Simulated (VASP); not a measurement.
# In (I4/mmm) in VASP: further runs

One crystal, In, is run at these levels: PBE; tasks: relaxation of cell and atoms.

All numbers are computed with VASP 6.6.1; they aren't measurements. Logs are shortened: lines on timing, memory, paths and dates and some standing lists are left out, and cuts for length are marked.

## 1. The structure

Symmetry: I4/mmm, No. 139, tetragonal system. The conventional cell has a = 3.251 Å, b = 3.251 Å, c = 4.947 Å, α = 90.00°, β = 90.00°, γ = 90.00°. In (site symmetry 4/mmm) has 12 In at 3.25 to 3.38 Å as nearest neighbours.

## 2. Relaxation of cell and atoms, PBE

Input file INCAR:

```
SYSTEM = In
  PREC = Accurate
  ENCUT = 250
  EDIFF = 1E-7
  ISMEAR = 0
  SIGMA = 0.1
  LREAL = .False.
  LASPH = .True.
  NELM = 80
  ALGO = Normal
  ISIF = 3
  LWAVE = .False.
  LCHARG = .False.
  GGA = PE
  IBRION = 2
  NSW = 80
  EDIFFG = -0.002
```

Input file KPOINTS:

```
regular mesh
0
Gamma
  18 18 18
  0 0 0
```

Input file POSCAR:

```
In
1.0
   -1.6254700000      1.6254700000      2.4737000000
    1.6254700000     -1.6254700000      2.4737000000
    1.6254700000      1.6254700000     -2.4737000000
In
1
Direct
    0.0000000000      0.0000000000      0.0000000000
```

Potentials or basis: VASP PAW PBE potentials, release 64 (In_d).

Command:

```sh
> cat potpaw_PBE.64/In_d/POTCAR > POTCAR
> mpirun -np 1 vasp_std > vasp.out
```

OUTCAR:

```text
SYSTEM = In
   PREC = Accurate
   ENCUT = 250
   EDIFF = 1E-7
   ISMEAR = 0
   LREAL = .False.
   LASPH = .True.
   NELM = 80
   ISIF = 3
   GGA = PE
   IBRION = 2
   NSW = 80
   EDIFFG = -0.002

 ion  position               nearest neighbor table
   1  0.000  0.000  0.000-

  LATTYP: Found a body centered tetragonal cell.
 ALAT       =     3.2509400000
 C/A-ratio  =     1.5218367611

  Lattice vectors:

 A1 = (  -1.6254700000,   1.6254700000,   2.4737000000)
 A2 = (   1.6254700000,  -1.6254700000,   2.4737000000)
 A3 = (   1.6254700000,   1.6254700000,  -2.4737000000)

Analysis of symmetry for initial positions (statically):
=====================================================================
 Subroutine PRICEL returns:
 Original cell was already a primitive cell.

 Routine SETGRP: Setting up the symmetry group for a
 body centered tetragonal supercell.

 Subroutine GETGRP returns: Found 16 space group operations
 (whereof 16 operations were pure point group operations)
 out of a pool of 16 trial point group operations.

The static configuration has the point symmetry D_4h.

Analysis of symmetry for dynamics (positions and initial velocities):
=====================================================================
 Subroutine PRICEL returns:
 Original cell was already a primitive cell.

 Routine SETGRP: Setting up the symmetry group for a
 body centered tetragonal supercell.

 Subroutine GETGRP returns: Found 16 space group operations
 (whereof 16 operations were pure point group operations)
 out of a pool of 16 trial point group operations.

The dynamic configuration has the point symmetry D_4h.

 Subroutine INISYM returns: Found 16 space group operations
 (whereof 16 operations are pure point group operations),
 and found     1 'primitive' translations

----------------------------------------------------------------------------------------

                                     Primitive cell

  volume of cell :      26.1436

  direct lattice vectors                    reciprocal lattice vectors
    -1.625470000  1.625470000  2.473700000     0.000000000  0.307603339  0.202126369
     1.625470000 -1.625470000  2.473700000     0.307603339  0.000000000  0.202126369
     1.625470000  1.625470000 -2.473700000     0.307603339  0.307603339  0.000000000

  length of vectors
     3.376906444  3.376906444  3.376906444     0.368069129  0.368069129  0.435016814

  position of ions in fractional coordinates (direct lattice)
     0.000000000  0.000000000  0.000000000

  ion indices of the primitive-cell ions
   primitive index   ion index
                 1           1

----------------------------------------------------------------------------------------

 KPOINTS: regular mesh

Automatic generation of k-mesh.
 Grid dimensions read from file:
 generate k-points for:   18   18   18

 Generating k-lattice:

  Cartesian coordinates                     Fractional coordinates (reciprocal lattice)
     0.000000000  0.017089074  0.011229243     0.055555556  0.000000000 -0.000000000
     0.017089074  0.000000000  0.011229243     0.000000000  0.055555556 -0.000000000
     0.017089074  0.017089074  0.000000000     0.000000000  0.000000000  0.055555556

  Length of vectors
     0.020448285  0.020448285  0.024167601

  Shift w.r.t. Gamma in fractional coordinates (k-lattice)
     0.000000000  0.000000000  0.000000000

 Subroutine IBZKPT returns following result:
 ===========================================

 Found    480 irreducible k-points:

 Following reciprocal coordinates:
            Coordinates               Weight
  0.000000  0.000000  0.000000      1.000000
  0.055556  0.000000 -0.000000      8.000000
  0.111111  0.000000 -0.000000      8.000000
  0.166667  0.000000 -0.000000      8.000000
  0.222222  0.000000 -0.000000      8.000000
  0.277778  0.000000 -0.000000      8.000000
[... 16 lines left out ...]
 -0.277778  0.055556  0.000000     16.000000
 -0.222222  0.055556  0.000000     16.000000
 [... further k-points ...]
   k-points           NKPTS =    480   k-points in BZ     NKDIM =    480   number of bands    NBANDS=     10
   number of dos      NEDOS =    301   number of ions     NIONS =      1
   total plane-waves  NPLWV =   5832
   dimension x,y,z NGX =    18 NGY =   18 NGZ =   18
   dimension x,y,z NGXF=    36 NGYF=   36 NGZF=   36
   ions per type =               1
   NGX,Y,Z   is equivalent  to a cutoff of   8.86,  8.86,  8.86 a.u.
   NGXF,Y,Z  is equivalent  to a cutoff of  17.72, 17.72, 17.72 a.u.
 SYSTEM =  In
   PREC   = accura    normal or accurate (medium, high low for compatibility)
   ISTART =      0    job   : 0-new  1-cont  2-samecut
   ICHARG =      2    charge: 1-file 2-atom 10-const
   ISPIN  =      1    spin polarized calculation?
   LNONCOLLINEAR =      F non collinear calculations
   LSORBIT =      F    spin-orbit coupling
   LASPH  =      T    aspherical Exc in radial PAW
   ENCUT  =  250.0 eV  18.37 Ry    4.29 a.u.   4.35  4.35  4.35*2*pi/ulx,y,z
   NELM   =     80;   NELMIN=  2; NELMDL= -5     # of ELM steps
   EDIFF  = 0.1E-06   stopping-criterion for ELM
   LREAL  =      F    real-space projection
   EDIFFG = -.2E-02   stopping-criterion for IOM
   NSW    =     80    number of steps for IOM
   IBRION =      2    ionic relax: 0-MD 1-quasi-New 2-CG
   NFREE  =      1    steps in history (QN), initial steepest desc. (CG)
   ISIF   =      3    stress and relaxation
   ISYM   =      2    0-nonsym 1-usesym 2-fastsym
   POTIM  = 0.5000    time-step for ionic-motion
   TEBEG  =    0.0;   TEEND  =   0.0 temperature during run
   PSTRESS=    0.0 pullay stress
   NELECT =      13.0000    total number of electrons
   NUPDOWN=      -1.0000    fix difference up-down
   EMIN   =  10.00;   EMAX   =-10.00  energy-range for DOS
   EFERMI =   0.00;   METHOD = LEGACY
   ISMEAR =     0;   SIGMA  =   0.10  broadening in eV -4-tet -1-fermi 0-gaus
   EFERMI_NEDOS =   21; number of points for ismear=-14 and -15
   IALGO  =     38    algorithm
   IMIX   =      4    mixing-type and parameters
     AMIX     =   0.40;   BMIX     =  1.00
     AMIX_MAG =   1.60;   BMIX_MAG =  1.00
  volume/ion in A,a.u.               =      26.14       176.43
  Fermi-wavevector in a.u.,A,eV,Ry     =   1.296983  2.450943 22.887245  1.682165
  Thomas-Fermi vector in A             =   2.428405
   LORBIT       =      0    0 simple, 1 ext, 2 COOP (PROOUT), +10 PAW based schemes
   GGA     = PE    functional components
   LHFCALC =     F    Hartree Fock is set to
   AEXX    =    0.0000 exact exchange contribution
   IVDW    =     0    specifies the selected vdW correction
   LEPSILON=     F    determine dielectric tensor
   LRPA    =     F    only Hartree local field effects (RPA)
 conjugate gradient relaxation of ions
 non-spin polarized calculation
 Gauss-broadening in eV      SIGMA  =   0.10
  energy-cutoff  :      250.00
  volume of cell :       26.14
 maximum number of plane-waves:       255
 NGX is ok and might be reduce to    18
   NGX =  9   NGY =  9   NGZ =  9

--------------------------------------- Ionic step        1  -------------------------------------------

 number of electron      13.0000023 magnetization

 Free energy of the ion-electron system (eV)
  ---------------------------------------------------
  ext. energy  EPLUGINS =         0.00000000
  ---------------------------------------------------
  free energy    TOTEN  =        -2.55196883 eV

  energy without entropy =       -2.54933980  energy(sigma->0) =       -2.55065432

------------------------ aborting loop because EDIFF is reached ----------------------------------------

  FORCE on cell =-STRESS in cart. coord.  units (eV):
  Direction    XX          YY          ZZ          XY          YZ          ZX
  --------------------------------------------------------------------------------------
  -------------------------------------------------------------------------------------
  Total        0.2918029      0.2918029      0.3086190      0.0000000     -0.0000000      0.0000000
  in kB       17.8827916     17.8827916     18.9133420      0.0000000     -0.0000000      0.0000000
  external PRESSURE =      18.2263084 kB  Pullay stress =       0.0000000 kB
[... 86 lines left out ...]
  FREE ENERGIE OF THE ION-ELECTRON SYSTEM (eV)
  ---------------------------------------------------
  free  energy   TOTEN  =        -2.5574428491 eV

  energy  without entropy=       -2.5548122184  energy(sigma->0) =       -2.55612753

[... ionic steps 4 to 14 ...]

--------------------------------------- Ionic step       15  -------------------------------------------

 number of electron      13.0000018 magnetization

------------------------ aborting loop because EDIFF is reached ----------------------------------------

  FORCE on cell =-STRESS in cart. coord.  units (eV):
  Direction    XX          YY          ZZ          XY          YZ          ZX
  --------------------------------------------------------------------------------------
  -------------------------------------------------------------------------------------
  Total        0.0068696      0.0068696      0.0101172      0.0000000      0.0000000      0.0000000
  in kB        0.4060369      0.4060369      0.5979868      0.0000000      0.0000000      0.0000000
  external PRESSURE =       0.4700202 kB  Pullay stress =       0.0000000 kB
[... 55 lines left out ...]
  energy  without entropy=       -2.5551132695  energy(sigma->0) =       -2.55630407

--------------------------------------- Ionic step       17  -------------------------------------------

 number of electron      13.0000018 magnetization

 Free energy of the ion-electron system (eV)
  ---------------------------------------------------
  ext. energy  EPLUGINS =         0.00000000
  ---------------------------------------------------
  free energy    TOTEN  =        -2.55749475 eV

  energy without entropy =       -2.55511380  energy(sigma->0) =       -2.55630428

 E-fermi :   7.1042     XC(G=0): -10.0824

 val. band max:        7.0689979580   @ k =  -0.4444   0.4444   0.1111
 cond. band min:       7.1090638434   @ k =  -0.0556   0.3333   0.0556
 fundamental gap:      0.0400658854
 Fermi energy:         7.1042219865

 k-point     1 :       0.0000    0.0000    0.0000
  band No.  band energies     occupation
      1      -7.5073      2.00000
      2      -7.4270      2.00000
      3      -7.4270      2.00000
      4      -7.3427      2.00000
      5      -7.2585      2.00000
      6      -2.1805      2.00000
      7      17.3362      0.00000
      8      17.3362      0.00000
      9      17.4726      0.00000
     10      18.6191      0.00000
[... 287 lines left out ...]
 k-point    24 :      -0.2222    0.0556    0.0000
  band No.  band energies     occupation
      1      -7.4685      2.00000
      2      -7.4381      2.00000
      3      -7.3845      2.00000
      4      -7.3052      2.00000
      5      -7.2664      2.00000
      6      -1.2136      2.00000
      7      11.6593      0.00000
      8      15.3223      0.00000
      9      16.4374      0.00000
     10      18.6741      0.00000

 [... further k-points ...]
[... 5 lines left out ...]
  --------------------------------------------------------------------------------------
  -------------------------------------------------------------------------------------
  Total        0.0002459      0.0002459      0.0000644      0.0000000      0.0000000      0.0000000
  in kB        0.0145228      0.0145228      0.0038028      0.0000000      0.0000000      0.0000000
  external PRESSURE =       0.0109494 kB  Pullay stress =       0.0000000 kB
[... 16 lines left out ...]
  FREE ENERGIE OF THE ION-ELECTRON SYSTEM (eV)
  ---------------------------------------------------
  free  energy   TOTEN  =        -2.5574947459 eV

  energy  without entropy=       -2.5551138044  energy(sigma->0) =       -2.55630428

 reached required accuracy - stopping structural energy minimisation
```

Run time: 3.6 min. Hardware: 1 thread of Intel Xeon Platinum 8375C at 2.90GHz (Ice Lake), shared host; peak memory 0.18 GiB.

The run converged, but some of its settings lie outside the range that counts as converged, so its numbers aren't taken as properties of the crystal.

What came out:

| Quantity | Value |
| --- | --- |
| Free energy | -2.5575 eV |
| Relaxed volume | 27.13 Å³/atom |
| Relaxed cell | a = 3.412 Å, b = 3.412 Å, c = 3.412 Å, α = 122.11°, β = 122.11°, γ = 86.38° |
| Space group after relaxing (to 0.05 Å) | I4/mmm (No. 139) |
| Energy gained by relaxing | 5.5 meV/atom |
| Ionic steps | 17 |
| Band gap on the k mesh | none (metal or under the smearing width) |

Caveat: the cutoff is under 1.25 times the usual one of these potentials, so pressure, stress and relaxed cells hold a basis-set (Pulay) error.

## 3. Relaxation of cell and atoms, PBE

This run uses another cell than the first one, of 27.13 Å³/atom, 1.038 times its volume.

INCAR is that of step 2.

KPOINTS is that of step 2.

Input file POSCAR:

```
In                                      
1.0
   -1.6511236750      1.6511236750      2.4875104646
    1.6511236750     -1.6511236750      2.4875104646
    1.6511236750      1.6511236750     -2.4875104646
  In            
     1
Direct
     0.0000000000000000    1.0000000000000000    0.0000000000000000
```

Potentials or basis: VASP PAW PBE potentials, release 64 (In_d).

Command:

```sh
> cat potpaw_PBE.64/In_d/POTCAR > POTCAR
> mpirun -np 1 vasp_std > vasp.out
```

Wall time 4.1 min (1 thread of Intel Xeon Platinum 8375C at 2.90GHz (Ice Lake), shared host); peak memory 0.19 GiB.

The run converged, but some of its settings lie outside the range that counts as converged, so its numbers aren't taken as properties of the crystal.

Results:

* Free energy: -2.5611 eV
* Relaxed volume: 27.24 Å³/atom
* Relaxed cell: a = 3.387 Å, b = 3.387 Å, c = 3.387 Å, α = 120.54°, β = 120.54°, γ = 89.07°
* Space group after relaxing (to 0.05 Å): I4/mmm (No. 139)
* Energy gained by relaxing: 1.1 meV/atom
* Ionic steps: 19
* Band gap on the k mesh: none (metal or under the smearing width)

Caveat: the cutoff is under 1.25 times the usual one of these potentials, so pressure, stress and relaxed cells hold a basis-set (Pulay) error.
